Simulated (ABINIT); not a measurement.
# Bi (Im-3m) in ABINIT: settings compared

One crystal, Bi, is run at these levels: revPBE, r2SCAN; tasks: band structure, equation of state.

Everything below comes from runs of ABINIT 10.8.3 (patched build). Logs are shortened: lines on timing, memory, paths and dates and some standing lists are left out, and cuts for length are marked. The log counts tension as positive stress, the text compression.

## Step 1: The structure

It takes space group Im-3m (No. 229, cubic). Conventional cell: a = 3.963 Å, b = 3.963 Å, c = 3.963 Å, α = 90.00°, β = 90.00°, γ = 90.00°. Bi (site symmetry m-3m) is surrounded by 8 Bi at 3.43 Å.

This isn't the form of Bi at room conditions, which is rhombohedral.

## Step 2: Band structure, revPBE, spin-orbit coupling, no magnetisation

Contents of run.abi:

```
ndtset 2

pp_dirpath "./"
pseudos "Bi.GGA_PBE-JTH.xml"

acell 3*1.0
rprim
    -3.7443610401     3.7443610401     3.7443610401
     3.7443610401    -3.7443610401     3.7443610401
     3.7443610401     3.7443610401    -3.7443610401
ntypat 1
znucl 83
natom 1
typat 1
xred
     0.0000000000     0.0000000000     0.0000000000

ecut 15.0
pawecutdg 30.0

ixc 14

occopt 3
tsmear 0.05 eV

nspinor 2
nspden 1
pawspnorb 1

nstep 100

iomode 3
prtwf 0
prteig 0
prtebands 0
enunit 1
prtden1 1
prtvha1 1
prtvclmb1 1
prtpot1 1

kptopt1 4
ngkpt1 9 9 9
nshiftk1 1
shiftk1 0.0 0.0 0.0
nband1 24
tolvrs1 1.0e-9

iscf2 -2
getden2 1
nband2 32
nbdbuf2 2
tolwfr2 1.0e-12
kptopt2 -5
ndivsm2 5
prteig2 1
kptbounds2
     0.0000000000     0.0000000000     0.0000000000
     0.5000000000    -0.5000000000     0.5000000000
     0.0000000000     0.0000000000     0.5000000000
     0.0000000000     0.0000000000     0.0000000000
     0.2500000000     0.2500000000     0.2500000000
     0.5000000000    -0.5000000000     0.5000000000
```

Potentials or basis: JTH PAW PBE v2.0.

Launch:

```console
$ abinit run.abi > log 2>&1
```

run.abo:

```text
.Version 10.8.3 of ABINIT
 DATASET    1 : space group I4 3 2 (#211); Bravais cI (body-center cubic)
================================================================================
 Values of the parameters that define the memory need for DATASET  1.
     intxc =       0    ionmov =       0      iscf =      17    lmnmax =      18
     lnmax =       6     mgfft =      24  mpssoang =       3    mqgrid =    3001
     natom =       1  nloc_mem =       2    nspden =       1   nspinor =       2
    nsppol =       1      nsym =      24    n1xccc =       1    ntypat =       1
    occopt =       3   xclevel =       2
       mpw =         603          nfft =       13824          nkpt =          39
 PAW method is used; the additional fine FFT grid is defined by:
   mgfftf=        32    nfftf =     32768
================================================================================
================================================================================

 DATASET    2 : space group I4 3 2 (#211); Bravais cI (body-center cubic)
================================================================================
 Values of the parameters that define the memory need for DATASET  2.
     intxc =       0    ionmov =       0      iscf =      -2    lmnmax =      18
     lnmax =       6     mgfft =      24  mpssoang =       3    mqgrid =    3001
     natom =       1  nloc_mem =       2    nspden =       1   nspinor =       2
    nsppol =       1      nsym =      24    n1xccc =       1    ntypat =       1
    occopt =       3   xclevel =       2
       mpw =         603          nfft =       13824          nkpt =          30
 PAW method is used; the additional fine FFT grid is defined by:
   mgfftf=        32    nfftf =     32768
================================================================================
================================================================================

--------------------------------------------------------------------------------
------------- Echo of variables that govern the present computation ------------
--------------------------------------------------------------------------------
 -outvars: echo values of preprocessed input variables --------
            acell      1.0000000000E+00  1.0000000000E+00  1.0000000000E+00 Bohr
              amu      2.08980370E+02
             ecut      1.50000000E+01 Hartree
           enunit           1
           getden1          0
           getden2          1
             iscf1         17
             iscf2         -2
              ixc          14
           jdtset        1    2
           kptopt1          4
           kptopt2         -5
         kptrlatt        9    0    0      0    9    0      0    0    9
          kptrlen1     5.83688121E+01
          kptrlen2     3.00000000E+01
            natom           1
            nband1         24
            nband2         32
           nbdbuf1          0
           nbdbuf2          2
           ndtset           2
           ndivsm1          0
           ndivsm2          5
            ngfft          24      24      24
          ngfftdg          32      32      32
             nkpt1         39
             nkpt2         30
          nspinor           2
            nstep         100
             nsym          24
           ntypat           1
           occopt           3
        pawcpxocc           2
        pawecutdg      3.00000000E+01 Hartree
        pawspnorb           1
         pawxcdev           0
        prtebands           0
           prteig1          0
           prteig2          1
           prtpot1          1
           prtpot2          0
         prtvclmb1          1
         prtvclmb2          0
           prtvha1          1
           prtvha2          0
            prtwf           0
            rprim     -3.7443610401E+00  3.7443610401E+00  3.7443610401E+00
                       3.7443610401E+00 -3.7443610401E+00  3.7443610401E+00
                       3.7443610401E+00  3.7443610401E+00 -3.7443610401E+00
           shiftk1     0.00000000E+00  0.00000000E+00  0.00000000E+00
           shiftk2     5.00000000E-01  5.00000000E-01  5.00000000E-01
          spgroup         211
           tolvrs1     1.00000000E-09
           tolvrs2     0.00000000E+00
           tolwfr1     0.00000000E+00
           tolwfr2     1.00000000E-12
           tsmear      1.83746611E-03 Hartree
[... 187 lines left out ...]
- sigma(1 1)= -1.57662060E+00  sigma(3 2)=  0.00000000E+00
- sigma(2 2)= -1.57662060E+00  sigma(3 1)=  0.00000000E+00
- sigma(3 3)= -1.57662060E+00  sigma(2 1)=  0.00000000E+00

================================================================================
== DATASET  2 ==================================================================

--- !DatasetInfo
iteration_state: {dtset: 2, }
dimensions: {natom: 1, nkpt: 30, mband: 32, nsppol: 1, nspinor: 2, nspden: 1, mpw: 603, }
cutoff_energies: {ecut:  15.0, pawecutdg:  30.0, }
electrons: {nelect:   1.50000000E+01, charge:   0.00000000E+00, occopt:   3.00000000E+00, tsmear:   1.83746611E-03, }
meta: {optdriver: 0, ionmov: 0, optcell: 0, iscf: -2, paral_kgb: 0, }
...

 mkfilename : getden/=0, take file _DEN from output of DATASET   1.

 Exchange-correlation functional for the present dataset will be:
  GGA: revPBE functional - ixc=14
  Zhang and Yang, PRL 80, 890 (1998)

 Real(R)+Recip(G) space primitive vectors, cartesian coordinates (Bohr,Bohr^-1):
 R(1)= -3.7443610  3.7443610  3.7443610  G(1)=  0.0000000  0.1335341  0.1335341
 R(2)=  3.7443610 -3.7443610  3.7443610  G(2)=  0.1335341  0.0000000  0.1335341
 R(3)=  3.7443610  3.7443610 -3.7443610  G(3)=  0.1335341  0.1335341  0.0000000
 Unit cell volume ucvol=  2.0998736E+02 bohr^3
 Angles (23,13,12)=  1.09471221E+02  1.09471221E+02  1.09471221E+02 degrees

 Coarse grid specifications (used for wave-functions):

 getcut: wavevector=  0.0000  0.0000  0.0000  ngfft=  24  24  24
         ecut(hartree)=     15.000   => boxcut(ratio)=   2.12257

 Fine grid specifications (used for densities):

 getcut: wavevector=  0.0000  0.0000  0.0000  ngfft=  32  32  32
         ecut(hartree)=     30.000   => boxcut(ratio)=   2.00313
--------------------------------------------------------------------------------

================================================================================
 Non-SCF case, kpt    1 (  0.00000  0.00000  0.00000), residuals and eigenvalues=
  4.40E-13  8.81E-13  6.77E-13  6.90E-13  6.31E-13  9.59E-13  4.09E-13  8.78E-13
  4.61E-13  7.42E-13  2.89E-13  9.02E-13  2.79E-13  9.91E-13  4.22E-13  9.29E-13
  2.78E-13  3.48E-13  5.30E-13  7.37E-13  5.66E-13  8.78E-13  5.24E-13  9.05E-13
  9.50E-13  6.80E-13  8.42E-13  9.36E-13  3.67E-13  9.73E-13  3.56E-11  2.66E-11
 -6.1043E-01 -6.1043E-01 -6.1043E-01 -6.1043E-01 -5.0364E-01 -5.0364E-01
 -5.0033E-01 -5.0033E-01 -5.0033E-01 -5.0033E-01 -2.0076E-01 -2.0076E-01
  3.8996E-01  3.8996E-01  5.2352E-01  5.2352E-01  5.2352E-01  5.2352E-01
  6.3036E-01  6.3036E-01  6.8048E-01  6.8048E-01  6.8048E-01  6.8048E-01
  6.8048E-01  6.8048E-01  7.1868E-01  7.1868E-01  7.1868E-01  7.1868E-01
  7.3347E-01  7.3347E-01
[... 305 lines left out ...]
  4.4765E-01  4.4765E-01  4.5071E-01  4.5071E-01  8.2317E-01  8.2317E-01
  8.8197E-01  8.8197E-01  9.2646E-01  9.2646E-01  9.4964E-01  9.4964E-01
  1.0890E+00  1.0892E+00
 Non-SCF case, kpt   30 (  0.50000 -0.50000  0.50000), residuals and eigenvalues=
  4.12E-13  9.56E-13  7.91E-13  7.41E-13  4.84E-13  7.20E-13  3.93E-13  6.52E-13
  2.23E-13  6.97E-13  6.72E-13  9.14E-13  4.96E-13  7.05E-13  5.12E-13  5.39E-13
  4.33E-13  3.00E-13  3.36E-13  4.59E-13  7.70E-13  6.56E-13  2.89E-13  4.42E-13
  8.45E-13  5.19E-13  5.82E-13  8.55E-13  2.73E-13  9.61E-13  2.68E-06  8.81E-06
 -6.0862E-01 -6.0862E-01 -6.0862E-01 -6.0862E-01 -5.0064E-01 -5.0064E-01
 -5.0064E-01 -5.0064E-01 -4.9536E-01 -4.9536E-01 -9.5633E-03 -9.5633E-03
  1.7711E-01  1.7711E-01  2.4888E-01  2.4888E-01  2.4888E-01  2.4888E-01
  4.2453E-01  4.2453E-01  4.2453E-01  4.2453E-01  8.6769E-01  8.6769E-01
  9.0765E-01  9.0765E-01  9.6540E-01  9.6540E-01  9.6540E-01  9.6540E-01
  1.0678E+00  1.0678E+00

--- !ResultsGS
iteration_state: {dtset: 2, }
comment   : Summary of ground state results
lattice_vectors:
- [ -3.7443610,   3.7443610,   3.7443610, ]
- [  3.7443610,  -3.7443610,   3.7443610, ]
- [  3.7443610,   3.7443610,  -3.7443610, ]
lattice_lengths: [   6.48542,    6.48542,    6.48542, ]
lattice_angles: [109.471, 109.471, 109.471, ] # degrees, (23, 13, 12)
lattice_volume:   2.0998736E+02
convergence: {deltae:  0.000E+00, res2:  0.000E+00, residm:  9.994E-13, diffor:  0.000E+00, }
etotal    :  -7.21248475E+01
entropy   :   0.00000000E+00
fermie    :   2.85217647E-01
cartesian_stress_tensor: null
pressure_GPa: null
xred      :
- [  0.0000E+00,   0.0000E+00,   0.0000E+00, Bi]
cartesian_forces: null
force_length_stats: {min: null, max: null, mean: null, }
...

 Integrated electronic density in atomic spheres:
 ------------------------------------------------
 Atom  Sphere_radius  Integrated_density
    1        2.41231         12.19262941

================================================================================

 ----iterations are completed or convergence reached----

 Mean square residual over all n,k,spin=   56.989E-14; max=  99.941E-14
 reduced coordinates (array xred) for    1 atoms
       0.000000000000      0.000000000000      0.000000000000

 cartesian coordinates (angstrom) at end:
    1      0.00000000000000     0.00000000000000     0.00000000000000
 length scales=  1.000000000000  1.000000000000  1.000000000000 bohr
              =  0.529177210544  0.529177210544  0.529177210544 angstroms
 Eigenvalues (   eV  ) for nkpt=  30  k points:
 kpt#   1, nband= 32, wtk=  1.00000, kpt=  0.0000  0.0000  0.0000 (reduced coord)
 -16.61054  -16.61054  -16.61054  -16.61054  -13.70462  -13.70462  -13.61465  -13.61465
 -13.61465  -13.61465   -5.46291   -5.46291   10.61141   10.61141   14.24563   14.24563
  14.24563   14.24563   17.15304   17.15304   18.51670   18.51670   18.51670   18.51670
  18.51670   18.51670   19.55622   19.55622   19.55622   19.55622   19.95884   19.95884
 kpt#   2, nband= 32, wtk=  1.00000, kpt=  0.0714 -0.0714  0.0714 (reduced coord)
 -16.60751  -16.60751  -16.60595  -16.60595  -13.69457  -13.69457  -13.61497  -13.61497
 -13.61055  -13.61055   -5.27692   -5.27692   10.02612   10.02612   12.85905   12.85905
  13.54674   13.54674   17.18428   17.18428   17.89010   17.89010   18.08908   18.08908
  18.47080   18.47080   19.79911   19.79911   21.04449   21.04449   21.44360   21.44367
 kpt#   3, nband= 32, wtk=  1.00000, kpt=  0.1429 -0.1429  0.1429 (reduced coord)
 -16.60000  -16.60000  -16.59515  -16.59515  -13.66762  -13.66762  -13.61692  -13.61692
 -13.60194  -13.60194   -4.72694   -4.72694    8.64870    8.64870   10.92350   10.92350
  11.97328   11.97328   15.47442   15.47442   17.96981   17.96981   18.44104   18.44104
  19.70934   19.70934   20.09789   20.09789   23.35049   23.35049   24.05673   24.07145
 kpt#   4, nband= 32, wtk=  1.00000, kpt=  0.2143 -0.2143  0.2143 (reduced coord)
 -16.59079  -16.59079  -16.58284  -16.58284  -13.62971  -13.62971  -13.61838  -13.61838
[... 119 lines left out ...]
 -16.57350  -16.57350  -16.55888  -16.55888  -13.64080  -13.64080  -13.59180  -13.59180
 -13.52329  -13.52329   -1.15605   -1.15605    4.49737    4.49737    5.75836    5.75836
   8.94583    8.94583   13.78763   13.78763   13.98044   13.98044   18.97727   18.97727
  23.76795   23.76795   24.54594   24.54594   25.14001   25.14001   30.36759   30.50476
 kpt#  29, nband= 32, wtk=  1.00000, kpt=  0.4583 -0.3750  0.4583 (reduced coord)
 -16.56518  -16.56518  -16.56107  -16.56107  -13.62847  -13.62847  -13.61485  -13.61485
 -13.49311  -13.49311   -0.56829   -0.56829    4.81317    4.81317    6.41241    6.41241
   7.27692    7.27692   12.18121   12.18121   12.26448   12.26448   22.39958   22.39958
  23.99970   23.99970   25.21013   25.21013   25.84089   25.84089   29.63308   29.63891
 kpt#  30, nband= 32, wtk=  1.00000, kpt=  0.5000 -0.5000  0.5000 (reduced coord)
 -16.56139  -16.56139  -16.56139  -16.56139  -13.62306  -13.62306  -13.62306  -13.62306
 -13.47955  -13.47955   -0.26023   -0.26023    4.81936    4.81936    6.77229    6.77229
   6.77229    6.77229   11.55204   11.55204   11.55204   11.55204   23.61107   23.61107
  24.69829   24.69829   26.26991   26.26991   26.26991   26.26991   29.05507   29.05544

== END DATASET(S) ==============================================================
================================================================================

 -outvars: echo values of variables after computation  --------
            acell      1.0000000000E+00  1.0000000000E+00  1.0000000000E+00 Bohr
           etotal1    -7.2124847496E+01
            fcart1    -0.0000000000E+00 -0.0000000000E+00 -0.0000000000E+00
            rprim     -3.7443610401E+00  3.7443610401E+00  3.7443610401E+00
                       3.7443610401E+00 -3.7443610401E+00  3.7443610401E+00
                       3.7443610401E+00  3.7443610401E+00 -3.7443610401E+00
           strten1    -5.3588245150E-05 -5.3588245150E-05 -5.3588245150E-05
                       0.0000000000E+00  0.0000000000E+00  0.0000000000E+00
 Calculation completed.
```

It took 69 s on 1 thread of Arm Neoverse V1, shared host; peak memory 0.12 GiB.

Results:

```yaml
Free_energy: -1962.6171 eV
Band_gap_on_the_k_mesh: none (metal or under the smearing width)
Valence_electrons_inside_the_program's_atomic_spheres: Bi 12.19 (radii [1.2765] Å)
```

Levels at the corners of the path, in eV from the Fermi level:
| point | band 11 | band 12 | band 13 | band 14 | band 15 | band 16 | band 17 | band 18 | band 19 | band 20 |
| --- | --- | --- | --- | --- | --- | --- | --- | --- | --- | --- |
| Γ | -13.22 | -13.22 | 2.85 | 2.85 | 6.48 | 6.48 | 6.48 | 6.48 | 9.39 | 9.39 |
| H | -8.02 | -8.02 | -2.94 | -2.94 | -0.99 | -0.99 | -0.99 | -0.99 | 3.79 | 3.79 |
| N | -10.15 | -10.15 | -5.00 | -5.00 | 1.43 | 1.43 | 3.94 | 3.94 | 6.23 | 6.23 |
| Γ | -13.22 | -13.22 | 2.85 | 2.85 | 6.48 | 6.48 | 6.48 | 6.48 | 9.39 | 9.39 |
| P | -9.61 | -9.61 | -3.15 | -3.15 | -1.67 | -1.67 | -1.67 | -1.67 | 13.58 | 13.58 |
| H | -8.02 | -8.02 | -2.94 | -2.94 | -0.99 | -0.99 | -0.99 | -0.99 | 3.79 | 3.79 |

Caveat: the cutoff is too short for stress, so the log's stress isn't used; the PAW data sets were made with another functional, which shifts forces and pressure a little.

## Step 3: Equation of state, r2SCAN

Contents of run.abi:

```
# Datasets: one volume each
ndtset 7
getwfk -1
scalecart1 3*0.9795861087
scalecart2 3*0.9864848297
scalecart3 3*0.9932883884
scalecart4 3*1.0000000000
scalecart5 3*1.0066227096
scalecart6 3*1.0131594038
scalecart7 3*1.0196128224

# Pseudopotentials
pp_dirpath "./"
pseudos "Bi.GGA_PBE-JTH.xml"

# Structure
acell 3*1.0
rprim
    -3.7443610401     3.7443610401     3.7443610401
     3.7443610401    -3.7443610401     3.7443610401
     3.7443610401     3.7443610401    -3.7443610401
ntypat 1
znucl 83
natom 1
typat 1
xred
     0.0000000000     0.0000000000     0.0000000000

# Plane-wave basis
ecut 326.536635 eV
pawecutdg 24.0

# k points
kptopt 1
ngkpt 9 9 9
nshiftk 1
shiftk 0.0 0.0 0.0

# Exchange and correlation
ixc -497498
usekden 1
pawxcdev 0

# Bands and occupations
nband 12
occopt 3
tsmear 0.05 eV

# SCF cycle
nstep 100
tolvrs 1.0e-7

# Output
iomode 3
prtwf 1
prtden 0
prteig 0
prtebands 0
enunit 2
```

Potentials or basis: JTH PAW PBE v2.0.

Launch:

```console
$ abinit run.abi > log 2>&1
```

Wall time 2.2 min (1 thread of Arm Neoverse V1, shared host); peak memory 0.13 GiB.

The run converged. Its results:

| Property | Result |
| --- | --- |
| Equilibrium volume | 31.29 Å³/atom (rough: see the caveat) |
| Bulk modulus | 58 GPa (rough) |

Energy against volume, from the lowest point:
```tsv
volume (Å³/atom)	energy (meV/atom)
29.250	25.48
29.872	12.27
30.495	3.67
31.117	0.00
31.739	1.09
32.362	6.49
32.984	15.41
```

Caveat: the cutoff is too short for stress, so the log's stress isn't used; pressures at fixed basis lie under the slope of the energies; the fit is doubtful: noisy points or a state that changes with volume; the PAW data sets were made with another functional, which shifts forces and pressure a little; spin-orbit coupling is left out, which moves the levels of the heavy elements.
